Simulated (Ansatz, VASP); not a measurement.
**Two plane-wave programs on TaN**

The input INCAR:

```
ALGO     = Normal         # electronic algorithm
EDIFF    = 1E-7           # SCF threshold, eV
ENCUT    = 520            # plane-wave cutoff, eV
GGA      = PS             # functional
ISIF     = 2              # what is computed and relaxed
ISMEAR   = 0              # smearing method
LASPH    = T              # aspherical terms in the spheres
LCHARG   = F              # write CHGCAR
LREAL    = F              # projectors in reciprocal space
LWAVE    = F              # write WAVECAR
NBANDS   = 15             # bands
NELM     = 100            # most SCF steps
PREC     = Accurate       # precision mode
SIGMA    = 0.15           # smearing width, eV
```

Contents of KPOINTS:

```
k-points
0
Gamma
  18 18 18
```

Contents of POSCAR:

```
TaN
1.0
    0.0000000000      2.1245250000      2.1790000000
    2.1245250000      0.0000000000      2.1790000000
    2.1245250000      2.1245250000      0.0000000000
Ta N
1 1
Direct
    0.5000000000      0.5000000000      0.5000000000
    0.0000000000      0.0000000000      0.0000000000
```

Input for Ansatz:

```yaml
crystal:
  lattice:
    - [0.0, 2.124525, 2.179]
    - [2.124525, 0.0, 2.179]
    - [2.124525, 2.124525, 0.0]
  atoms:
    - { symbol: Ta, position: [0.5, 0.5, 0.5] }
    - { symbol: "N", position: [0.0, 0.0, 0.0] }
basis:
  ecutwfc: 420
kpoints:
  mp_grid: { grid: [18, 18, 18] }
hamiltonian:
  xc: pbesol
scf:
  occupations: { method: gaussian, width: 0.15 }
output:
  forces: true
  stress: true
  eigenvalues: true
```

Change from the starting cell: strain -0.025 along x and y, +0.000 along z, atoms carried along.

Alike in both runs: task single point; functional PBEsol; k mesh 18 × 18 × 18; occupations gaussian, width 0.15 eV; no spin polarisation.

|  | VASP | Ansatz |
| --- | --- | --- |
| version | VASP 6.6.1 | Ansatz 0.2.0 |
| potentials or method | VASP PAW PBE potentials, release 64 (Ta_pv, N) | scalar-relativistic, plane waves, PAW |
| plane-wave cutoff (eV) | 520 | 420 |
| valence electrons in the cell | 16 | 18 |

```csv
,VASP,Ansatz,Ansatz less VASP
gap on the k mesh at the Fermi level (eV),none,none,-
pressure (GPa),27.8,26.4,-1.41
largest component of the traceless stress (GPa),14.08,13.98,-0.099
```

A gap of «none» marks a metal or a gap that the smearing closes. The functional is the same, so the differences come from potentials, cutoffs and numerics. The two sets of potentials don't hold the same shells in valence.

Caveats: so large a pressure means that the cell lies far from this level's equilibrium, or that cutoff or potentials fall short (VASP); the potentials were made for another functional, which shifts forces and pressure (VASP). Spin-orbit coupling is left out, which matters for the levels of Ta.
